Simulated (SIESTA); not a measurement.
The system is CsBr.

```
Cs Br
1.0
     4.32562    0.00000    0.00000
     0.00000    4.32562    0.00000
     0.00000    0.00000    4.32562
Cs Br
1 1
Direct
  0.00000 0.00000 0.00000
  0.50000 0.50000 0.50000
```

The cell comes from a database or a generator and needn't be the stable form of this composition.

```yaml
Program: SIESTA 5.4.2
Task: single point
Functional: PBE
Potentials_or_basis: PseudoDojo 0.4 standard (PBE files)
Basis: DZP (energy shift 0.002 Ry; d shell added on Cs)
Grid_cutoff: 500 Ry
Energy_shift: 0.002 Ry
k_mesh: 6 × 6 × 6
Occupations: fermi-dirac, width 0.05 eV
Spin: no spin polarisation
```

On this cell: pressure 0.4 GPa; largest force zero by symmetry; band gap on the k mesh 4.48 eV, indirect (least direct gap 4.49 eV).

The same run follows on a disturbed copy (atoms moved at random, drawn with an rms of 0.05 Å):

```xyz
2
Lattice="4.3256 0.0000 0.0000 0.0000 4.3256 0.0000 0.0000 0.0000 4.3256" Properties=species:S:1:pos:R:3 pbc="T T T"
Cs    0.0586   -0.0119    0.0051
Br    2.1945    2.1619    2.1507
```

Task: What changes?

Result: The energy moves by +0.3 meV/atom; pressure 0.4 GPa; largest force 0.031 eV/Å; band gap on the k mesh 4.48 eV, indirect (least direct gap 4.49 eV).

Forces in eV/Å, atoms in the order of the input:
```
Cs  -0.024  0.010 -0.016
Br   0.024 -0.010  0.016
```

Caveats: semicore shells carry a single zeta, which can move pressures by several GPa and volumes by a few percent; spin-orbit coupling is left out, which moves the levels of the heavy elements; the basis of atomic orbitals isn't converged, which shifts pressures, moduli and gaps.

A k mesh can miss the band edges.
